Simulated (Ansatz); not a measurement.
# I (Fmmm) in Ansatz: notebook

Aim: see how the results for I move with the level of theory and the settings. Levels: PBE, BLYP, RPBE. Tasks: single point, relaxation of cell and atoms.

Everything below comes from runs of Ansatz 0.2.0. Logs are shortened: lines on timing, memory, paths and dates and some standing lists are left out, and cuts for length are marked.

### 1 Starting point

Symmetry: Fmmm, No. 69, orthorhombic system. The conventional cell has a = 4.384 Å, b = 4.731 Å, c = 7.820 Å, α = 90.00°, β = 90.00°, γ = 90.00°. I (site symmetry mmm) has 4 I at 3.23 Å as nearest neighbours.

### 2 Single point, PBE

The input, input.yaml:

```yaml
crystal:
  lattice:
    - [0.0, 2.3656004428, 3.9098401324]
    - [2.1922454667, 0.0, 3.9098401324]
    - [2.1922454667, 2.3656004428, 0.0]
  atoms:
    - { symbol: I, position: [0.0, 0.0, 0.0] }
kpoints:
  mp_grid: { grid: [9, 9, 9] }
scf:
  occupations: { method: gaussian, width: 0.016 }
hamiltonian:
  xc: pbe
  pseudopotentials: { kind: all_electron, lapw: { basis_error: 0.001 } }
output:
  forces: true
  stress: true
  eigenvalues: true
```

Potentials or basis: all-electron LAPW, scalar-relativistic.

Launch:

```sh
> ansatz run input.yaml --threads 1 --pin off --max-ram 3072MiB --backend cpu --events-out ev --progress --plain --runs-dir out
```

What it wrote:

```text
Warning: RAYON_NUM_THREADS=1 ignored (pool sized by the plan → 1); use --threads N
LAPW: plane waves up to 6.498 Å⁻¹, error target 1.0e-3 eV per atom; small_component_spin mean_spin; I in spheres of 1.613 Å, 25 of its electrons in bands, Dirac shells [] (how accurate: hamiltonian.pseudopotentials.lapw.basis_error, Limitations)
Engine: ansatz 0.2.0, x86_64-unknown-linux-gnu
Pseudopotentials: kind: all_electron
Pseudopotential: I, LAPW, valence charge 25, lapw/all_electron/scalar/gaussian/I, Koelling and Harmon's equation, gaussian nucleus
Functional definition: PBE
  parameter kappa = 0.804
  parameter beta = 0.06672455060314922
  exchange = pbe_x(kappa = kappa, mu = beta*pi^2/3)
  correlation = pbe_c(beta = beta)
Crystal: 1 atoms, lattice volume = 40.553 Å³
Basis set: ecut = 160.89533770475873 eV, 193 PW (Γ), FFT grids on a1−a2, a2, a3, exchange–correlation at level 2
Bands: 17, of which v1, the nominal top of the filled ones, is band 13 counted from 1 (12 counted from 0)
Symmetry: 8 space group operations
Space group: Fmmm (ITA 69), of the structure as read, at distance tolerance 3.4e-5 Å
k-points: 125 of 729
Non-local potential: I, projectors of the file, none
Initial density: superposition of atomic densities (chi_scale 0.1, normalization cell)
Initial wavefunctions: plane waves of lowest kinetic energy (no species holds an atomic orbital)
Functional: x = pbe(κ = 0.804, μ = 0.2195149727645171), c = pbe(β = 0.06672455060314922)
iter 1 solved again at ethr=1.55e-4 eV; its pass at ethr=1.00e-1 eV (dr2=3.87e-2 eV) is discarded
SCF iter   1: F=—  HF=-193641.784371 eV  |F-HF|=—  |Δ(HF+E_count)|=         —  Δρ=7.82e-3  dr2=3.84e-2  ethr=1.55e-4  ⟨swp⟩=3.0  Hψ=14049  notcnv=0
preconditioner: auto → LDOS  [metal: Δε(μ)=0.015 eV  Ē_g=13.155 eV  σ=0.016 eV  W_gap=0.42  n_scr=10 (ndim 8)  ℏωp=15.4 eV  f_vac=0.214  D(μ)=0.95/eV (n_scr^D=2)  β→1.0]
SCF iter   2: F=—  HF=-193641.756567 eV  |F-HF|=—  |Δ(HF+E_count)|=   2.78e-2  Δρ=2.67e-3  dr2=4.01e-3  ethr=1.54e-4  ⟨swp⟩=3.1  Hψ=7262  notcnv=0
iter 3 solved again at ethr=7.49e-8 eV; its pass at ethr=1.60e-5 eV (dr2=1.87e-5 eV) is discarded
SCF iter   3: F=—  HF=-193641.754304 eV  |F-HF|=—  |Δ(HF+E_count)|=   2.26e-3  Δρ=2.86e-4  dr2=1.88e-5  ethr=7.49e-8  ⟨swp⟩=2.0  Hψ=10916  notcnv=0
SCF iter   4: F=—  HF=-193641.754824 eV  |F-HF|=—  |Δ(HF+E_count)|=         —  Δρ=3.53e-5  dr2=4.26e-7  ethr=7.49e-8  ⟨swp⟩=3.0  Hψ=6215  notcnv=0
the basis was enlarged: its passes take 2.8 MiB over the memory plan, 1 of 1 planned eigensolver slots
SCF iter   5: F=—  HF=-193641.754804 eV  |F-HF|=—  |Δ(HF+E_count)|=   2.03e-5  Δρ=1.28e-5  dr2=7.03e-8  ethr=1.71e-9  ⟨swp⟩=3.0  Hψ=6149  notcnv=0
SCF iter   6: F=—  HF=-193641.754802 eV  |F-HF|=—  |Δ(HF+E_count)|=   2.34e-6  Δρ=5.83e-6  dr2=1.27e-8  ethr=2.81e-10  ⟨swp⟩=3.0  Hψ=6254  notcnv=0
SCF iter   7: F=-193641.754801 eV  HF=-193641.754801 eV  |F-HF|=1.26e-8  |Δ(HF+E_count)|=   5.92e-7  Δρ=9.99e-7  dr2=5.03e-10  ethr=5.06e-11  ⟨swp⟩=3.0  Hψ=6141  notcnv=0
SCF 1 converged in 7 iterations: F = -193641.754801 eV  dr2 = 5.03e-10
the search or the solves at the SCF's close seem to have found levels that the self-consistency loop had missed (the run counts 1). By its estimate they hold under 1e-12 electrons; where the run keeps them, the occupations were computed again with them
SCF converged after 7 iterations
Free energy (F): -193641.754801 eV
Harris-Foulkes:  -193641.754801 eV  (|F-HF|=1.26e-8)
Internal energy: -193641.754684 eV  (E = F + TS)
E sigma→0 (E₀):  -193641.754743 eV
Entropy (-TS):   -0.000117 eV (-0.117 meV/atom)
Fermi energy:    7.537961 eV
--- Per-component energies (eV) ---
  E_band       = -1386.232782
  E_kinetic    = 204943.965008
  E_xc         = -4939.714377
  E_electrostatic = -393646.005315  (all electrons and nuclei)
  E_smearing   = -0.000117  (= −TS)
  E_closure    = 0.000000  (closes the sum)
  E_atoms      = -193640.378522  (free atoms, spherical and without spin; not in F)
  Σ components = -193641.754801   (vs F -193641.754801, Δ=0.00e0)
  Basis errors (estimates in eV, not in F): energy 4.5e-4 per atom: plane waves 4.1e-4 (2.2e-4 summed), levels above the bands 0.0e0, relativity 4.4e-8, radial functions 3.9e-5, core shells 1.9e-9; eigenvalues (radial functions only) 1.9e-5; not estimated: angular momenta, meshes, grids; target (lapw.basis_error) 1.0e-3; muffin-tin radii I 1.613 Å
--- Forces (eV/Å), atoms counted from 1 ---
  atom   1  I      0.00000000     0.00000000    -0.00000000
  max |Σ_I F_I| component: 3.94e-31 eV/Å
--- Stress (GPa, compression-positive) ---
        0.444254      -0.000000       0.000000
       -0.000000       0.150017      -0.000000
        0.000000      -0.000000       0.758591
  P = ⅓ Tr σ = 0.4510 GPa (4.510 kbar)
--- Band table (eV; the first three rows and the last of 125) ---
  k-point 0: bands = ["-167.8802", "-114.9597", "-114.9229", "-114.7276", "-37.7900", "-37.7695", "-37.6078", "-37.5781", "-37.5421", "-6.3397", "5.5968", "8.3172", "8.5923", "12.0883", "15.1364", "15.8083", "19.8732"]
  k-point 1: bands = ["-167.8802", "-114.9597", "-114.9229", "-114.7276", "-37.7877", "-37.7702", "-37.6082", "-37.5784", "-37.5413", "-6.2085", "5.5933", "7.3427", "8.5482", "12.4530", "15.5126", "16.8673", "17.5696"]
  k-point 2: bands = ["-167.8802", "-114.9598", "-114.9229", "-114.7276", "-37.7821", "-37.7717", "-37.6092", "-37.5791", "-37.5391", "-5.8423", "5.2654", "5.7173", "8.7563", "13.1899", "15.6768", "15.9293", "19.6190"]
  k-point 124: bands = ["-167.8802", "-114.9597", "-114.9229", "-114.7276", "-37.7877", "-37.7701", "-37.6081", "-37.5783", "-37.5411", "-5.9729", "3.6196", "7.1207", "8.3504", "14.8673", "16.1381", "17.8072", "21.9415"]
```

Run time: 9.8 s. Hardware: 1 thread of Intel Xeon Platinum 8259CL at 2.50GHz (Skylake/Cascade Lake), shared host; peak memory 0.33 GiB.

Results:

- Free energy: -193641.7548 eV
- Pressure: 0.5 GPa
- Band gap on the k mesh: none (metal or under the smearing width)

Stress tensor (GPa, compression positive):
```
0.44 0.00 0.00
0.00 0.15 0.00
0.00 0.00 0.76
```

Levels at points of the mesh, in eV from the Fermi level:
```
           k point  band 11  band 12  band 13  band 14  band 15  band 16
(0.00, 0.00, 0.00)    -1.94     0.78     1.05     4.55     7.60     8.27
```

Caveat: an odd number of electrons without spin polarisation forces a metal; a magnetic or distorted state may lie lower.

### 3 Relaxation of cell and atoms, BLYP

input.yaml: that of step 2 with these lines changed.

```diff
@@ -10,5 +10,5 @@
 scf:
-  occupations: { method: gaussian, width: 0.016 }
+  occupations: { method: fermi_dirac, width: 0.05 }
 hamiltonian:
-  xc: pbe
+  xc: blyp
   pseudopotentials: { kind: all_electron, lapw: { basis_error: 0.001 } }
@@ -17,2 +17,5 @@
   stress: true
-  eigenvalues: true
+relax:
+  f_tol: 0.005
+  max_steps: 60
+  cell: {}
```

Potentials or basis: all-electron LAPW, scalar-relativistic.

Launch:

```sh
> ansatz run input.yaml --threads 1 --pin off --max-ram 3072MiB --backend cpu --events-out ev --progress --plain --runs-dir out
```

Run time: 2.6 min. Hardware: 1 thread of Intel Xeon Platinum 8259CL at 2.50GHz (Skylake/Cascade Lake), shared host; peak memory 0.4 GiB.

It converged, with:

```
Free energy                            : -193659.5994 eV
Relaxed volume                         : 79.44 Å³/atom
Relaxed cell                           : a = 7.524 Å, b = 7.518 Å, c = 3.335 Å, α = 77.29°, β = 77.09°, γ = 25.62°
Space group after relaxing (to 0.05 Å) : Fmmm (No. 69)
Energy gained by relaxing              : 104.1 meV/atom
Ionic steps                            : 19
Pressure after relaxing                : 0.0 GPa
Band gap on the k mesh                 : none (metal or under the smearing width)
```

Step by step:
| step | energy change (eV) | largest force (eV/Å) | volume (Å³) |
| --- | --- | --- | --- |
| 1 | 0.0000 | 0.0000 | 40.55 |
| 2 | -0.0482 | 0.0000 | 44.90 |
| 3 | -0.0639 | 0.0000 | 47.91 |
| 4 | -0.0747 | 0.0000 | 49.86 |
| 5 | -0.0817 | 0.0000 | 51.86 |
| 6 | -0.0864 | 0.0000 | 53.98 |
| 7 | -0.0898 | 0.0000 | 56.12 |
| 8 | -0.0926 | 0.0000 | 58.23 |
| 9 | -0.0949 | 0.0000 | 60.33 |
| 10 | -0.0970 | 0.0000 | 62.46 |
| 11 | -0.0987 | 0.0000 | 64.60 |
| 12 | -0.1001 | 0.0000 | 66.73 |
| 13 | -0.1012 | 0.0000 | 68.86 |
| 14 | -0.1021 | 0.0000 | 70.96 |
| 15 | -0.1027 | 0.0000 | 73.08 |
| 16 | -0.1033 | 0.0000 | 75.20 |
| 17 | -0.1037 | 0.0000 | 77.32 |
| 18 | -0.1041 | 0.0000 | 79.44 |
| 19 | -0.1041 | 0.0000 | 79.44 |

Final structure:
```cif
data_structure
_symmetry_space_group_name_H-M 'P 1'
_symmetry_Int_Tables_number 1
_cell_length_a 7.5235
_cell_length_b 7.5175
_cell_length_c 3.3354
_cell_angle_alpha 77.288
_cell_angle_beta 77.087
_cell_angle_gamma 25.624
_cell_volume 79.44
loop_
_atom_site_label
_atom_site_type_symbol
_atom_site_fract_x
_atom_site_fract_y
_atom_site_fract_z
_atom_site_occupancy
I1 I 0.00000 0.00000 0.00000 1
```

Levels at points of the mesh, in eV from the Fermi level:
```csv
k point,band 10,band 11,band 12,band 13,band 14,band 15,band 16,band 17
"(0.00, 0.00, 0.00)",-13.20,-2.57,0.62,0.65,4.19,7.60,7.74,8.67
```

Caveat: the volume moved by over 15 % at a fixed basis, so the end points are rough; an odd number of electrons without spin polarisation forces a metal; a magnetic or distorted state may lie lower. Spin-orbit coupling is left out, which matters for the levels of I.

(Part 1 of 2 ends here.)
